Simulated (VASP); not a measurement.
# SrTiO3 (Tausonite) (Pm-3m) in VASP: further runs, part 2 of 2

VASP 6.6.1. The steps go on from the part before.

### Step 3. Relaxation of cell and atoms, PBE, target pressure 5 GPa, at which the enthalpy is minimised

This run uses another cell than the first one, of 11.91 Å³/atom, 1.036 times its volume.

INCAR

```
SYSTEM = SrTiO3
PREC = Accurate
ENCUT = 600
EDIFF = 1E-6
ISMEAR = 0
SIGMA = 0.03
LREAL = .FALSE.
LASPH = .TRUE.
NELM = 80
ALGO = Normal
ISIF = 3
LWAVE = .FALSE.
LCHARG = .FALSE.
GGA = PE
IBRION = 2
NSW = 90
EDIFFG = -0.01
PSTRESS = 50.0
```

KPOINTS

```
Automatic mesh
0
G
  8 8 8
  0 0 0
```

POSCAR

```
SrTiO3
1.0
    3.9052800000      0.0000000000      0.0000000000
    0.0000000000      3.9052800000      0.0000000000
    0.0000000000      0.0000000000      3.9052800000
Sr Ti O
1 1 3
Direct
    0.5000000000      0.5000000000      0.5000000000
    0.0000000000      0.0000000000      0.0000000000
    0.5000000000      0.0000000000      0.0000000000
    0.0000000000      0.5000000000      0.0000000000
    0.0000000000      0.0000000000      0.5000000000
```

Potentials or basis: VASP PAW PBE potentials, release 64 (Sr_sv, Ti_sv, O).

The run is started by

```bash
$ cat potpaw_PBE.64/Sr_sv/POTCAR potpaw_PBE.64/Ti_sv/POTCAR potpaw_PBE.64/O/POTCAR > POTCAR
$ mpirun -np 1 vasp_std > vasp.out
```

OUTCAR:

```text
SYSTEM = SrTiO3
   PREC = Accurate
   ENCUT = 600
   EDIFF = 1E-6
   ISMEAR = 0
   LREAL = .FALSE.
   LASPH = .TRUE.
   NELM = 80
   ISIF = 3
   GGA = PE
   IBRION = 2
   NSW = 90
   EDIFFG = -0.01
   PSTRESS = 50.0

 ion  position               nearest neighbor table
   1  0.500  0.500  0.500-   3 2.76   4 2.76   5 2.76   3 2.76   4 2.76   3 2.76   5 2.76   3 2.76
                             4 2.76   5 2.76   4 2.76   5 2.76   2 3.38   2 3.38   2 3.38   2 3.38
   2  0.000  0.000  0.000-   3 1.95   4 1.95   5 1.95   5 1.95   4 1.95   3 1.95   1 3.38   1 3.38
                             1 3.38   1 3.38   1 3.38   1 3.38   1 3.38   1 3.38
   3  0.500  0.000  0.000-   2 1.95   2 1.95   1 2.76   1 2.76   1 2.76   1 2.76
   4  0.000  0.500  0.000-   2 1.95   2 1.95   1 2.76   1 2.76   1 2.76   1 2.76
   5  0.000  0.000  0.500-   2 1.95   2 1.95   1 2.76   1 2.76   1 2.76   1 2.76

  LATTYP: Found a simple cubic cell.
 ALAT       =     3.9052800000

  Lattice vectors:

 A1 = (   3.9052800000,   0.0000000000,   0.0000000000)
 A2 = (   0.0000000000,   3.9052800000,   0.0000000000)
[... 188 lines left out ...]

  FORCE on cell =-STRESS in cart. coord.  units (eV):
  Direction    XX          YY          ZZ          XY          YZ          ZX
  --------------------------------------------------------------------------------------
  -------------------------------------------------------------------------------------
  Total        1.7434942      1.7434942      1.7434942     -0.0000000      0.0000000     -0.0000000
  in kB       46.9001847     46.9001847     46.9001847     -0.0000000      0.0000000     -0.0000000
  external PRESSURE =      -3.0998153 kB  Pullay stress =      50.0000000 kB
[... 69 lines left out ...]
--------------------------------------- Ionic step        3  -------------------------------------------

 number of electron      39.9999979 magnetization

 Free energy of the ion-electron system (eV)
  ---------------------------------------------------
  ext. energy  EPLUGINS =         0.00000000
  ---------------------------------------------------
  free energy    TOTEN  =       -40.08138402 eV

  energy without entropy =      -40.08138402  energy(sigma->0) =      -40.08138402

 E-fermi :   4.3264     XC(G=0): -11.2763

 val. band max:        4.1722508004   @ k =   0.5000   0.5000   0.5000
 cond. band min:       6.0315516044   @ k =   0.0000   0.0000   0.0000
 fundamental gap:      1.8593008040
 Fermi energy:         4.3264366377

 k-point     1 :       0.0000    0.0000    0.0000
  band No.  band energies     occupation
      1     -52.2869      2.00000
      2     -28.6130      2.00000
      3     -28.5341      2.00000
      4     -28.5341      2.00000
      5     -28.5341      2.00000
      6     -13.2598      2.00000
[... 637 lines left out ...]
     23       8.3273      0.00000
     24       9.9395      0.00000

 [... further k-points ...]

------------------------ aborting loop because EDIFF is reached ----------------------------------------

  FORCE on cell =-STRESS in cart. coord.  units (eV):
  Direction    XX          YY          ZZ          XY          YZ          ZX
  --------------------------------------------------------------------------------------
  -------------------------------------------------------------------------------------
  Total        1.8564969      1.8564969      1.8564969      0.0000000     -0.0000000     -0.0000000
  in kB       50.0048066     50.0048066     50.0048066      0.0000000     -0.0000000     -0.0000000
  external PRESSURE =       0.0048066 kB  Pullay stress =      50.0000000 kB
[... 24 lines left out ...]
  energy  without entropy=      -40.0813840176  energy(sigma->0) =      -40.08138402

  enthalpy is  TOTEN    =       -38.2250655229 eV   P V=        1.8563184947

 reached required accuracy - stopping structural energy minimisation
```

OSZICAR:

```text
N       E                     dE             d eps       ncg     rms          rms(c)
DAV:   1     0.467487842390E+03    0.46749E+03   -0.23073E+04  1680   0.200E+03
DAV:   2    -0.483712748610E+00   -0.46797E+03   -0.45962E+03  2032   0.517E+02
DAV:   3    -0.479505614218E+02   -0.47467E+02   -0.45005E+02  2064   0.154E+02
[... 28 lines left out ...]
DAV:   3    -0.400813708100E+02    0.15726E-03   -0.98073E-04  2128   0.207E-01    0.380E-02
DAV:   4    -0.400813738189E+02   -0.30088E-05   -0.20364E-04  2368   0.763E-02    0.358E-02
DAV:   5    -0.400813777895E+02   -0.39706E-05   -0.19877E-05  2752   0.438E-02    0.280E-02
DAV:   6    -0.400813827442E+02   -0.49548E-05   -0.10405E-05  2152   0.185E-02    0.137E-02
DAV:   7    -0.400813841662E+02   -0.14219E-05   -0.72354E-06  2624   0.156E-02    0.267E-03
DAV:   8    -0.400813840176E+02    0.14858E-06   -0.31670E-07   888   0.437E-03
   3 F= -.38225066E+02 E0= -.38225066E+02  d E =-.625139E-04
```

Run time: 1.8 min. Hardware: 1 thread of Intel Xeon Platinum 8259CL at 2.50GHz (Skylake/Cascade Lake), shared host; peak memory 0.22 GiB.

Results:

| Item | Value |
| --- | --- |
| Free energy | -40.0814 eV |
| Relaxed volume | 11.90 Å³/atom |
| Relaxed cell | a = 3.904 Å, b = 3.904 Å, c = 3.904 Å, α = 90.00°, β = 90.00°, γ = 90.00° |
| Space group after relaxing (to 0.05 Å) | Pm-3m (No. 221) |
| Energy change on relaxing (the enthalpy is what falls) | +0.5 meV/atom |
| Ionic steps | 3 |
| Pressure after relaxing | 5.0 GPa |
| Band gap on the k mesh | 1.86 eV, indirect (least direct gap 2.21 eV) |

Step by step:
| step | energy change (eV) | largest force (eV/Å) | pressure (GPa) | volume (Å³) |
| --- | --- | --- | --- | --- |
| 1 | 0.0000 | 0.0000 | 4.69 | 59.56 |
| 2 | 0.0063 | 0.0000 | 5.38 | 59.36 |
| 3 | 0.0023 | 0.0000 | 5.00 | 59.48 |

Final structure:
```
CELL_PARAMETERS angstrom
3.90359 0.00000 0.00000
0.00000 3.90359 0.00000
0.00000 0.00000 3.90359
ATOMIC_POSITIONS crystal
Sr 0.50000 0.50000 0.50000
Ti 0.00000 0.00000 0.00000
O 0.50000 0.00000 0.00000
O 0.00000 0.50000 0.00000
O 0.00000 0.00000 0.50000
```

Caveat: the cell is relaxed towards a set pressure, so the enthalpy falls and the energy may rise. A k mesh can miss the band edges.

### Step 4. Relaxation of cell and atoms, PBE, target pressure 5 GPa, at which the enthalpy is minimised

This run uses another cell than the first one, of 11.90 Å³/atom, 1.034 times its volume.

INCAR, as its differences from that of step 3:

```diff
@@ -3,3 +3,3 @@
 ENCUT = 600
-EDIFF = 1E-6
+EDIFF = 1E-7
 ISMEAR = 0
@@ -16,3 +16,3 @@
 NSW = 90
-EDIFFG = -0.01
+EDIFFG = -0.005
 PSTRESS = 50.0
```

KPOINTS is that of step 3.

POSCAR

```
SrTiO3                                  
1.0
    3.9035914361     -0.0000000000     -0.0000000000
   -0.0000000000      3.9035914361     -0.0000000000
    0.0000000000      0.0000000000      3.9035914361
  Sr              Ti              O             
     1     1     3
Direct
     0.5000000000000000    0.5000000000000000    0.5000000000000000
     0.0000000000000000    0.0000000000000000    0.0000000000000000
     0.5000000000000000    0.0000000000000000    0.0000000000000000
     0.0000000000000000    0.5000000000000000    0.0000000000000000
     0.0000000000000000    0.0000000000000000    0.5000000000000000
```

Potentials or basis: VASP PAW PBE potentials, release 64 (Sr_sv, Ti_sv, O).

The run is started by

```bash
$ cat potpaw_PBE.64/Sr_sv/POTCAR potpaw_PBE.64/Ti_sv/POTCAR potpaw_PBE.64/O/POTCAR > POTCAR
$ mpirun -np 1 vasp_std > vasp.out
```

OUTCAR:

```text
SYSTEM = SrTiO3
   PREC = Accurate
   ENCUT = 600
   EDIFF = 1E-7
   ISMEAR = 0
   LREAL = .FALSE.
   LASPH = .TRUE.
   NELM = 80
   ISIF = 3
   GGA = PE
   IBRION = 2
   NSW = 90
   EDIFFG = -0.005
   PSTRESS = 50.0

 ion  position               nearest neighbor table
   1  0.500  0.500  0.500-   3 2.76   4 2.76   5 2.76   3 2.76   4 2.76   3 2.76   5 2.76   3 2.76
[... 861 lines left out ...]
  -------------------------------------------------------------------------------------
  Total        1.8544748      1.8544748      1.8544748      0.0000000     -0.0000000     -0.0000000
  in kB       49.9503389     49.9503389     49.9503389      0.0000000     -0.0000000     -0.0000000
  external PRESSURE =      -0.0496611 kB  Pullay stress =      50.0000000 kB

 VOLUME and BASIS-vectors are now :
 -----------------------------------------------------------------------------
  energy-cutoff  :      600.00
  volume of cell :       59.48
      direct lattice vectors                 reciprocal lattice vectors
     3.903591436  0.000000000  0.000000000     0.256174350  0.000000000  0.000000000
     0.000000000  3.903591436  0.000000000     0.000000000  0.256174350  0.000000000
     0.000000000  0.000000000  3.903591436     0.000000000  0.000000000  0.256174350

 POSITION                                       TOTAL-FORCE (eV/Angst)
 -----------------------------------------------------------------------------------
      1.95180      1.95180      1.95180         0.000000      0.000000      0.000000
      0.00000      0.00000      0.00000         0.000000      0.000000      0.000000
      1.95180      0.00000      0.00000         0.000000      0.000000      0.000000
      0.00000      1.95180      0.00000         0.000000      0.000000      0.000000
      0.00000      0.00000      1.95180         0.000000      0.000000      0.000000
 -----------------------------------------------------------------------------------
    total drift:                                0.000000      0.000000     -0.000000

  FREE ENERGIE OF THE ION-ELECTRON SYSTEM (eV)
  ---------------------------------------------------
  free  energy   TOTEN  =       -40.0812220046 eV

  energy  without entropy=      -40.0812220046  energy(sigma->0) =      -40.08122200

  enthalpy is  TOTEN    =       -38.2249035099 eV   P V=        1.8563184946

 reached required accuracy - stopping structural energy minimisation
```

Run time: 54 s. Hardware: 1 thread of Intel Xeon Platinum 8259CL at 2.50GHz (Skylake/Cascade Lake), shared host; peak memory 0.22 GiB.

What came out:

```
Free energy             : -40.0812 eV
Pressure after relaxing : 5.0 GPa
Band gap on the k mesh  : 1.86 eV, indirect (least direct gap 2.21 eV)
```

Final structure:
```xyz
5
Lattice="3.9036 0.0000 0.0000 0.0000 3.9036 0.0000 0.0000 0.0000 3.9036" Properties=species:S:1:pos:R:3 pbc="T T T"
Sr    1.9518    1.9518    1.9518
Ti    0.0000    0.0000    0.0000
O     1.9518    0.0000    0.0000
O     0.0000    1.9518    0.0000
O     0.0000    0.0000    1.9518
```

Caveat: the relaxation stopped at its first step, so nothing moved; the cell is relaxed towards a set pressure, so the enthalpy falls and the energy may rise.

### Step 5. Relaxation of cell and atoms, PBE

This run uses another cell than the first one, of 11.91 Å³/atom, 1.036 times its volume.

INCAR

```
SYSTEM = SrTiO3
ALGO = Normal ; EDIFF = 1E-6
EDIFFG = -0.01 ; ENCUT = 600
GGA = PE ; IBRION = 2
ISIF = 3 ; ISMEAR = 0
LASPH = .True. ; LCHARG = .False.
LREAL = .False. ; LWAVE = .False.
NELM = 80 ; NSW = 90
PREC = Accurate ; SIGMA = 0.03
```

KPOINTS

```
k-points
0
Gamma
  8 8 8
  0 0 0
```

POSCAR

```
SrTiO3
1.0
    3.9052800000      0.0000000000      0.0000000000
    0.0000000000      3.9052800000      0.0000000000
    0.0000000000      0.0000000000      3.9052800000
Sr Ti O
1 1 3
Direct
    0.5000000000      0.5000000000      0.5000000000
    0.0000000000      0.0000000000      0.0000000000
    0.5000000000      0.0000000000      0.0000000000
    0.0000000000      0.5000000000      0.0000000000
    0.0000000000      0.0000000000      0.5000000000
```

The run is started by

```bash
$ cat potpaw_PBE.64/Sr_sv/POTCAR potpaw_PBE.64/Ti_sv/POTCAR potpaw_PBE.64/O/POTCAR > POTCAR
$ mpirun -np 1 vasp_std > vasp.out
```

Run time: 2.7 min. Hardware: 1 thread of Intel Xeon Platinum 8488C (Sapphire Rapids), shared host; peak memory 0.23 GiB.

It converged, with:

```
Free energy                            : -40.1069 eV
Relaxed volume                         : 12.23 Å³/atom
Relaxed cell                           : a = 3.940 Å, b = 3.940 Å, c = 3.940 Å, α = 90.00°, β = 90.00°, γ = 90.00°
Space group after relaxing (to 0.05 Å) : Pm-3m (No. 221)
Energy gained by relaxing              : 4.6 meV/atom
Ionic steps                            : 3
Pressure after relaxing                : 0.0 GPa
Band gap on the k mesh                 : 1.81 eV, indirect (least direct gap 2.18 eV)
```

The path:
| step | energy change (eV) | largest force (eV/Å) | pressure (GPa) | volume (Å³) |
| --- | --- | --- | --- | --- |
| 1 | 0.0000 | 0.0000 | 4.69 | 59.56 |
| 2 | -0.0057 | 0.0000 | -3.75 | 62.62 |
| 3 | -0.0232 | 0.0000 | -0.02 | 61.17 |

Final structure:
```cif
data_structure
_symmetry_space_group_name_H-M 'P 1'
_symmetry_Int_Tables_number 1
_cell_length_a 3.9402
_cell_length_b 3.9402
_cell_length_c 3.9402
_cell_angle_alpha 90.000
_cell_angle_beta 90.000
_cell_angle_gamma 90.000
_cell_volume 61.17
loop_
_atom_site_label
_atom_site_type_symbol
_atom_site_fract_x
_atom_site_fract_y
_atom_site_fract_z
_atom_site_occupancy
Sr1 Sr 0.50000 0.50000 0.50000 1
Ti1 Ti 0.00000 0.00000 0.00000 1
O1 O 0.50000 0.00000 0.00000 1
O2 O 0.00000 0.50000 0.00000 1
O3 O 0.00000 0.00000 0.50000 1
```

Levels at points of the mesh, in eV from the valence-band top:
| k point | band 16 | band 17 | band 18 | band 19 | band 20 | band 21 | band 22 | band 23 | band 24 |
| --- | --- | --- | --- | --- | --- | --- | --- | --- | --- |
| (0.00, 0.00, 0.00) | -1.12 | -1.12 | -0.37 | -0.37 | -0.37 | 1.81 | 1.81 | 1.81 | 4.12 |
| (0.50, 0.00, 0.00) | -2.29 | -2.29 | -1.90 | -0.73 | -0.73 | 1.96 | 3.64 | 3.64 | 4.13 |
| (0.50, 0.50, 0.00) | -2.76 | -1.74 | -1.54 | -1.54 | -0.09 | 3.65 | 3.65 | 4.09 | 5.05 |
| (0.50, 0.50, 0.50) | -3.66 | -3.66 | 0.00 | 0.00 | 0.00 | 4.29 | 4.29 | 4.29 | 6.84 |

A k mesh can miss the band edges. PBE usually gives volumes a little too large and moduli too small.

### Step 6. Overview

| level | potentials or basis | cell | target pressure | gap on the mesh (eV) | pressure (GPa) |
| --- | --- | --- | --- | --- | --- |
| LDA | VASP PAW LDA potentials, release 64 (Sr_sv, Ti_sv, O) | relaxed | - | 1.81 | 0.0 |
| PBE | VASP PAW PBE potentials, release 64 (Sr_sv, Ti_sv, O) | relaxed to 5 GPa | 5 GPa | 1.86 | 5.0 |
| PBE | VASP PAW PBE potentials, release 64 (Sr_sv, Ti_sv, O) | relaxed | - | 1.81 | 0.0 |

Alike in all rows: task relaxation of cell and atoms; no spin polarisation; k mesh 8 × 8 × 8; cutoff (eV) 600; smearing gaussian 0.03 eV.

Caveats: the relaxation stopped at its first step, so nothing moved (some runs); the cell is relaxed towards a set pressure, so the enthalpy falls and the energy may rise (some runs).

Absolute energies hang on the potentials; compare differences alone.
